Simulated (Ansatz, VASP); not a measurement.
Two plane-wave programs on SiO2

```
CELL_PARAMETERS angstrom
5.30323 0.00000 0.00000
-2.65162 4.59273 0.00000
0.00000 0.00000 5.52485
ATOMIC_POSITIONS crystal
Si 0.00000 0.50000 0.33333
Si 0.50000 0.50000 0.66667
Si 0.50000 0.00000 0.00000
O 0.58439 0.79220 0.83333
O 0.79220 0.58439 0.50000
O 0.79220 0.20780 0.16667
O 0.41561 0.20780 0.83333
O 0.20780 0.41561 0.50000
O 0.20780 0.79220 0.16667
```

Change from the starting cell: strain +0.0525 x Voigt [1, 1, 0, 0, 0, 0], atoms carried along.

Alike in both runs: task single point; functional LDA; k mesh 6 × 6 × 4; occupations gaussian, width 0.05 eV; no spin polarisation.

|  | VASP | Ansatz |
| --- | --- | --- |
| version | VASP 6.6.1 | Ansatz 0.2.0 |
| potentials or method | VASP PAW LDA potentials, release 64 (Si, O) | scalar-relativistic, plane waves, PAW |
| plane-wave cutoff (eV) | 520 | 420 |
| valence electrons in the cell | 48 | 48 |

Ansatz gave:

```
gap on the k mesh at the Fermi level (eV)       : 4.84
least direct gap on the mesh (eV)               : 5.11
pressure (GPa)                                  : -15.8
largest component of the traceless stress (GPa) : 2.66
rms of the force components (eV/Å)              : 0.353
```

Task: Which values does VASP return?

Result: gap on the k mesh at the Fermi level (eV): 4.84; least direct gap on the mesh (eV): 5.11; pressure (GPa): -15.4; largest component of the traceless stress (GPa): 2.66; rms of the force components (eV/Å): 0.351.

Atom by atom the forces differ by 0.002 eV/Å (rms over components).

Caveats: so large a pressure means that the cell lies far from this level's equilibrium, or that cutoff or potentials fall short (VASP). A k mesh can miss the band edges.
